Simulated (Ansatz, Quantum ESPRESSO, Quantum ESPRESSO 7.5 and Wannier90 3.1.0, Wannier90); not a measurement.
# straight B chain, spacing 1.44 Å: Wannier functions and conductance

Aim: a Wannier model and the conductance steps that follow from it, for this wire: straight B chain, spacing 1.44 Å.

Main program and level: Quantum ESPRESSO 7.5 and Wannier90 3.1.0; plane-wave DFT, PBE, GBRV ultrasoft pseudopotentials (cross-check by Ansatz 0.2.0 with PAW datasets).

Report form: the programs' logs are mostly left out.

## (1) The structure

The cell holds 1 atom: 1 B. Its edges and angles: a = 8.000 Å, b = 8.000 Å, c = 1.442 Å, α = 90.0°, β = 90.0°, γ = 90.0°. Vacuum lies along a and b. The structure's axis is c.

## (2) Self-consistent run

scf.in reads:

```
&control
  prefix = 'scf'
  outdir = './out'
  pseudo_dir = './pseudo'
  calculation = 'scf'
  tprnfor = .true.
/
&system
  ibrav = 0
  nat = 1
  ntyp = 1
  ecutwfc = 34
  ecutrho = 170
  occupations = 'smearing'
  smearing = 'mv'
  degauss = 0.005
/
&electrons
  conv_thr = 1e-07
  mixing_beta = 0.4
  electron_maxstep = 120
  mixing_mode = 'local-TF'
/
ATOMIC_SPECIES
  B   10.8100  b_pbe_v1.4.uspp.F.UPF
CELL_PARAMETERS angstrom
  8.00000000000000 0.00000000000000 0.00000000000000
  0.00000000000000 8.00000000000000 0.00000000000000
  0.00000000000000 0.00000000000000 1.44150000000000
ATOMIC_POSITIONS crystal
  B   0.000000000000 0.000000000000 0.000000000000
K_POINTS automatic
  1 1 48 0 0 0
```

Launch:

```sh
$ OMP_NUM_THREADS=1 mpirun -n 4 pw.x -nk 2 -in scf.in > scf.out
```

The job ended after 2.6 s (4 MPI ranks of Intel Xeon Platinum 8559C (Emerald Rapids), shared host; peak memory 0.23 GiB; 9.5 s of CPU time).

This step gave:

- free energy: -85.1157 eV
- Fermi energy: -4.842 eV

The run needed 10 iterations to bring the estimated error under 1e-07 Ry.

## (3) Full uniform mesh without symmetry

Wannier90 needs the states on a whole uniform mesh, listed point by point, without symmetry.

nscf.in reads:

```
&control
  prefix = 'nscf'
  outdir = './out'
  pseudo_dir = './pseudo'
  calculation = 'nscf'
/
&system
  ibrav = 0
  nat = 1
  ntyp = 1
  ecutwfc = 34
  ecutrho = 170
  occupations = 'smearing'
  smearing = 'mv'
  degauss = 0.005
  nosym = .true.
  noinv = .true.
  nbnd = 25
/
&electrons
  conv_thr = 1e-08
  mixing_beta = 0.4
  electron_maxstep = 120
  mixing_mode = 'local-TF'
  diago_full_acc = .true.
/
ATOMIC_SPECIES
  B   10.8100  b_pbe_v1.4.uspp.F.UPF
CELL_PARAMETERS angstrom
  8.00000000000000 0.00000000000000 0.00000000000000
  0.00000000000000 8.00000000000000 0.00000000000000
  0.00000000000000 0.00000000000000 1.44150000000000
ATOMIC_POSITIONS crystal
  B   0.000000000000 0.000000000000 0.000000000000
K_POINTS crystal
24
  0.0000000000 0.0000000000 0.0000000000 0.0416666667
  0.0000000000 0.0000000000 0.0416666667 0.0416666667
  0.0000000000 0.0000000000 0.0833333333 0.0416666667
  0.0000000000 0.0000000000 0.1250000000 0.0416666667
  0.0000000000 0.0000000000 0.1666666667 0.0416666667
  0.0000000000 0.0000000000 0.2083333333 0.0416666667
  0.0000000000 0.0000000000 0.2500000000 0.0416666667
  0.0000000000 0.0000000000 0.2916666667 0.0416666667
  0.0000000000 0.0000000000 0.3333333333 0.0416666667
  0.0000000000 0.0000000000 0.3750000000 0.0416666667
  0.0000000000 0.0000000000 0.4166666667 0.0416666667
  0.0000000000 0.0000000000 0.4583333333 0.0416666667
  0.0000000000 0.0000000000 0.5000000000 0.0416666667
  0.0000000000 0.0000000000 0.5416666667 0.0416666667
  0.0000000000 0.0000000000 0.5833333333 0.0416666667
  0.0000000000 0.0000000000 0.6250000000 0.0416666667
  0.0000000000 0.0000000000 0.6666666667 0.0416666667
  0.0000000000 0.0000000000 0.7083333333 0.0416666667
  0.0000000000 0.0000000000 0.7500000000 0.0416666667
  0.0000000000 0.0000000000 0.7916666667 0.0416666667
  0.0000000000 0.0000000000 0.8333333333 0.0416666667
  0.0000000000 0.0000000000 0.8750000000 0.0416666667
  0.0000000000 0.0000000000 0.9166666667 0.0416666667
  0.0000000000 0.0000000000 0.9583333333 0.0416666667
```

Launch:

```sh
$ cp -r out/scf.save out/nscf.save
$ cp out/scf.xml out/nscf.xml
$ OMP_NUM_THREADS=1 mpirun -n 4 pw.x -nk 1 -in nscf.in > nscf.out
```

The job ended after 3.8 s (4 MPI ranks; peak memory 0.2 GiB).

Read from the output:

- Fermi energy: -4.840 eV

## (4) Neighbour list from wannier90 -pp, with dis_win_max − E_F = 9.0

A first try, with customary settings: the .win file sets projections and windows, and states in the frozen window are kept exactly.

wan_try.win reads:

```
num_wann = 4
num_bands = 25
num_iter = 200
num_print_cycles = 20
conv_tol = 1e-8
conv_window = 5
guiding_centres = true
dis_num_iter = 1500
dis_conv_tol = 1e-8
dis_win_min = -15.8423
dis_win_max = 4.1577
dis_froz_max = -3.3423
search_shells = 120
fermi_energy = -4.8423

transport = true
transport_mode = bulk
one_dim_axis = z
dist_cutoff = 17.2
dist_cutoff_mode = one_dim
tran_win_min = -4.0
tran_win_max = 2.0
tran_energy_step = 0.02

bands_plot = true
bands_num_points = 96
begin kpoint_path
G 0.0 0.0 0.0 Z 0.0 0.0 0.5
end kpoint_path

begin projections
B:s;p
end projections

begin unit_cell_cart
ang
  8.0000000000 0.0000000000 0.0000000000
  0.0000000000 8.0000000000 0.0000000000
  0.0000000000 0.0000000000 1.4415000000
end unit_cell_cart

begin atoms_frac
  B  0.0000000000 0.0000000000 0.0000000000
end atoms_frac

mp_grid = 1 1 24
begin kpoints
  0.0 0.0 0.0000000000
  0.0 0.0 0.0416666667
  0.0 0.0 0.0833333333
  0.0 0.0 0.1250000000
  0.0 0.0 0.1666666667
  0.0 0.0 0.2083333333
  0.0 0.0 0.2500000000
  0.0 0.0 0.2916666667
  0.0 0.0 0.3333333333
  0.0 0.0 0.3750000000
  0.0 0.0 0.4166666667
  0.0 0.0 0.4583333333
  0.0 0.0 0.5000000000
  0.0 0.0 0.5416666667
  0.0 0.0 0.5833333333
  0.0 0.0 0.6250000000
  0.0 0.0 0.6666666667
  0.0 0.0 0.7083333333
  0.0 0.0 0.7500000000
  0.0 0.0 0.7916666667
  0.0 0.0 0.8333333333
  0.0 0.0 0.8750000000
  0.0 0.0 0.9166666667
  0.0 0.0 0.9583333333
end kpoints
```

Launch:

```sh
$ OMP_NUM_THREADS=1 wannier90.x -pp wan_try > wan_try.pp.log
```

It took 0.6 s on 1 MPI rank; peak memory 0.09 GiB.

## (5) Overlaps and projections

The follow-up step for that run.

wan_try.p2w.in reads:

```
&inputpp
  prefix = 'nscf'
  outdir = './out'
  seedname = 'wan_try'
  write_mmn = .true.
  write_amn = .true.
  write_unk = .false.
/
```

Launch:

```sh
$ OMP_NUM_THREADS=1 mpirun -n 4 pw2wannier90.x -in wan_try.p2w.in > wan_try.p2w.out
```

The job ended after 2.1 s (4 MPI ranks; peak memory 0.19 GiB; 7.5 s of CPU time).

## (6) Localisation, bands and conductance, with dis_win_max − E_F = 9.0

wan_try.win is that of step 4.

Launch:

```sh
$ OMP_NUM_THREADS=1 wannier90.x wan_try > wan_try.run.log
```

Run time: 0.66 s. Hardware: 1 MPI rank; peak memory 0.09 GiB.

The input was rejected at the start.

The fault put into the input: an outer window with fewer states than Wannier functions at some k (dis_win_max − E_F = 9.0).

The outer window must hold at least num_wann states at every k: widen it, with enough bands computed to fill it.

## (7) Neighbour list from wannier90 -pp

The cure tried: a wider outer window, at both ends where needed.

The .win file sets projections and windows: states in the frozen window are kept exactly, the outer window gives room to disentangle.

wan.win, as its differences from the input of step 6:

```diff
@@ -9,4 +9,4 @@
 dis_conv_tol = 1e-8
-dis_win_min = -15.8423
-dis_win_max = 4.1577
+dis_win_min = -25.8423
+dis_win_max = 15.1577
 dis_froz_max = -3.3423
```

Launch:

```sh
$ OMP_NUM_THREADS=1 wannier90.x -pp wan > wan.pp.log
```

It took 0.6 s on 1 MPI rank; peak memory 0.09 GiB.

## (8) Overlaps and projections

pw2wannier90.x computes the overlaps between neighbouring k-points and the projections.

wan.p2w.in, as its differences from the input of step 5:

```diff
@@ -3,3 +3,3 @@
   outdir = './out'
-  seedname = 'wan_try'
+  seedname = 'wan'
   write_mmn = .true.
```

Launch:

```sh
$ OMP_NUM_THREADS=1 mpirun -n 4 pw2wannier90.x -in wan.p2w.in > wan.p2w.out
```

Run time: 2 s. Hardware: 4 MPI ranks; peak memory 0.18 GiB; 7.3 s of CPU time.

## (9) Localisation, bands and conductance

After disentangling and localising, transport_mode = bulk builds principal layers from hoppings within dist_cutoff and counts open channels.

wan.win is that of step 7.

Launch:

```sh
$ OMP_NUM_THREADS=1 wannier90.x wan > wan.run.log
```

Run time: 3.9 s. Hardware: 1 MPI rank; peak memory 0.09 GiB.

Read from the output:

* lead channels at the Fermi level, one spin: 2.000
* total spread: 4.827 Å²
* gauge-invariant spread: 3.846 Å²
* largest misfit to plane-wave levels between mesh points, inside the frozen window: 0.003564 eV

Per spin. The quantum conductance of the perfect wire, open channels by energy, zero at the Fermi level:

energy (eV), quantum conductance of the perfect wire, open channels and a bar:
```
   -4.000       1.00 ###############
   -3.800       1.00 ###############
   -3.600       1.00 ###############
   -3.400       1.00 ###############
   -3.200       1.00 ###############
   -3.000       1.00 ###############
   -2.800       1.00 ###############
   -2.600       1.00 ###############
   -2.400       0.00 
   -2.200       0.00 
   -2.000       0.00 
   -1.800       0.00 
   -1.600       0.00 
   -1.400       0.00 
   -1.200       0.00 
   -1.020       2.00 ##############################
   -0.800       2.00 ##############################
   -0.600       2.00 ##############################
   -0.400       2.00 ##############################
   -0.200       2.00 ##############################
    0.000       2.00 ##############################
    0.200       2.00 ##############################
    0.400       2.00 ##############################
    0.600       2.00 ##############################
    0.800       2.00 ##############################
    1.000       2.00 ##############################
    1.200       2.00 ##############################
    1.400       2.00 ##############################
    1.600       2.00 ##############################
    1.800       2.00 ##############################
    2.000       2.00 ##############################
```

Wannier functions:

| no. | x (Å) | y (Å) | z (Å) | spread (Å²) |
| --- | --- | --- | --- | --- |
| 1 | 0.1219 | 1.093 | 8.00e-6 | 1.638 |
| 2 | 0.06277 | 0.2162 | -0.7208 | 0.9198 |
| 3 | -0.4248 | -0.06798 | -1.00e-6 | 1.181 |
| 4 | 0.2332 | -0.5544 | 1.00e-6 | 1.088 |

The electronic bands at the labelled points (eV, zero at the Fermi level; # counts the bands kept):

| point | #1 | #2 | #3 | #4 |
| --- | --- | --- | --- | --- |
| Γ | -8.15 | -1.10 | -1.10 | 9.06 |
| halfway | -5.73 | 3.27 | 3.31 | 12.20 |
| Z | -2.42 | 11.86 | 13.38 | 13.38 |

Bands and channels are those of the Wannier model: bands that were not projected, and all outside the frozen window, are missing or only approximate.

Disentanglement stopped at its cap on iterations, so these spreads are not final.

## (10) Neighbour list from wannier90 -pp, with dist_cutoff = 1.73

How much does a setting matter? One run is repeated with a change.

wan_w.win, as its differences from the input of step 9:

```diff
@@ -18,3 +18,3 @@
 one_dim_axis = z
-dist_cutoff = 17.2
+dist_cutoff = 1.73
 dist_cutoff_mode = one_dim
```

Launch:

```sh
$ OMP_NUM_THREADS=1 wannier90.x -pp wan_w > wan_w.pp.log
```

Elapsed: 0.6 s, on 1 MPI rank; peak memory 0.09 GiB.

## (11) Overlaps and projections

The same post-processing, on the changed run.

wan_w.p2w.in reads:

```
&inputpp
  prefix = 'nscf'
  outdir = './out'
  seedname = 'wan_w'
  write_mmn = .true.
  write_amn = .true.
  write_unk = .false.
/
```

Launch:

```sh
$ OMP_NUM_THREADS=1 mpirun -n 4 pw2wannier90.x -in wan_w.p2w.in > wan_w.p2w.out
```

Run time: 2 s. Hardware: 4 MPI ranks; peak memory 0.18 GiB.

## (12) Wannier functions and transport, with dist_cutoff = 1.73

A sensitivity test on the input.

wan_w.win, as its differences from the input of step 9:

```diff
@@ -18,3 +18,3 @@
 one_dim_axis = z
-dist_cutoff = 17.2
+dist_cutoff = 1.73
 dist_cutoff_mode = one_dim
```

Launch:

```sh
$ OMP_NUM_THREADS=1 wannier90.x wan_w > wan_w.run.log
```

Elapsed: 2.5 s, on 1 MPI rank; peak memory 0.09 GiB.

The changed values were drawn from a wide range, not chosen for quality; the comparison shows what they did here together.

The total spread is 4.83 against 4.83 Å². Between −2 and 1.5 eV the channel count differs from the first run's at 27 % of the energies, and at the Fermi level it is 2 against 2. Spreads don't depend on this cutoff; only the transport does.

## (13) The same in Ansatz

A second code with its own PAW datasets, on the same atoms.

Level of this step: plane-wave DFT, PBE, Ansatz PAW (Ansatz 0.2.0).

System of this step: straight B chain, spacing 1.44 Å, 3 periods. The cell holds 3 atoms: 3 B. Its edges and angles: a = 8.000 Å, b = 8.000 Å, c = 4.325 Å, α = 90.0°, β = 90.0°, γ = 90.0°. Vacuum lies along a and b. The structure's axis is c.

input.yaml reads:

```yaml
crystal:
  lattice:
    - [8.0, 0.0, 0.0]
    - [0.0, 8.0, 0.0]
    - [0.0, 0.0, 4.3245]
  atoms:
    - { symbol: B, position: [0.0, 0.0, 0.0] }
    - { symbol: B, position: [0.0, 0.0, 0.3333333333] }
    - { symbol: B, position: [0.0, 0.0, 0.6666666667] }
kpoints:
  mp_grid: { grid: [1, 1, 16] }
hamiltonian:
  xc: pbe
scf:
  occupations: { method: fermi_dirac, width: 0.05 }
  convergence: { dr2_threshold: 1.0e-08 }
output:
  transmission:
    leads: [[0, 0]]
    e_range: [-4.0, 2.0]
    de: 0.05
    kmesh: [1, 1]
    reduced_basis: true
```

Launch:

```sh
$ ansatz run input.yaml --threads 4 --pin off --max-ram 12288MiB --backend cpu --events-out ev --progress --plain --runs-dir out
```

Wall time 4.2 s (4 threads); peak memory 0.47 GiB; 14 s of CPU time.

This step gave:

| Item | Value |
| --- | --- |
| free energy | -462.1035 eV |
| energy at zero smearing | -462.0947 eV |
| smearing term TS | 0.01765 eV |
| Fermi energy | -4.856 eV |
| symmetry operations | 48 |
| lead channels at the Fermi level, one spin | 2 |

Per spin. The open channels by energy, zero at the Fermi level:

energy (eV), open channels and a bar:
```
   -4.000       1.00 ###############
   -3.800       1.00 ###############
   -3.600       1.00 ###############
   -3.400       1.00 ###############
   -3.200       1.00 ###############
   -3.000       1.00 ###############
   -2.800       1.00 ###############
   -2.600       1.00 ###############
   -2.400       1.00 ###############
   -2.200       0.00 
   -2.000       0.00 
   -1.800       0.00 
   -1.600       0.00 
   -1.400       0.00 
   -1.200       0.00 
   -1.000       2.00 ##############################
   -0.800       2.00 ##############################
   -0.600       2.00 ##############################
   -0.400       2.00 ##############################
   -0.200       2.00 ##############################
    0.000       2.00 ##############################
    0.200       2.00 ##############################
    0.400       2.00 ##############################
    0.600       2.00 ##############################
    0.800       2.00 ##############################
    1.000       2.00 ##############################
    1.200       2.00 ##############################
    1.400       2.00 ##############################
    1.600       2.00 ##############################
    1.800       2.00 ##############################
    2.000       2.00 ##############################
```

## (14) The arithmetic

2 channels × 77.48 µS = 155 µS, a two-terminal resistance of 12.906/2 = 6.45 kΩ whatever the wire's length, as long as nothing scatters.

## (15) What came out

| Property | Result |
| --- | --- |
| open channels at the Fermi level, per spin | 2 |
| total spread | 4.83 Å² |
| gauge-invariant spread | 3.85 Å² |
| largest band misfit in the frozen window | 0.00356 eV |
| channels at the Fermi level by Ansatz | 2 |

What this shows: The wire offers 2 channels per spin at the Fermi level. Between -4 and 1.5 eV the channel count from Wannier functions equals that from Ansatz's layer matching at 98 % of the energies; outside the frozen window the Wannier bands are not held to the plane-wave ones. Each plane-wave level in the frozen window has a Wannier level within 0.01 eV; this test doesn't see extra bands that a model may add. Disentanglement stopped at its cap on iterations, so the spreads are not final; the frozen states are kept all the same. The wire is perfect, so the conductance only counts bands: each channel, with its partner of the other spin, carries G₀ = 2e²/h. It was run without spin polarisation, which was not tested.

[Logs are printed without paths, hosts, clocks, repeated set-up lines and the standing remarks that a program may print on its own settings, such as how far it seeks lower states.]

[Hosts, paths, dates, database ids (printed as entryN), source tags and the programs' standing remarks are cut or masked in the printed files.]

[Maps of the electrostatic potential energy from Ansatz leave out the sawtooth potential of an applied field or a dipole correction, so their vacuum need not be flat; planar profiles and work functions include it.]
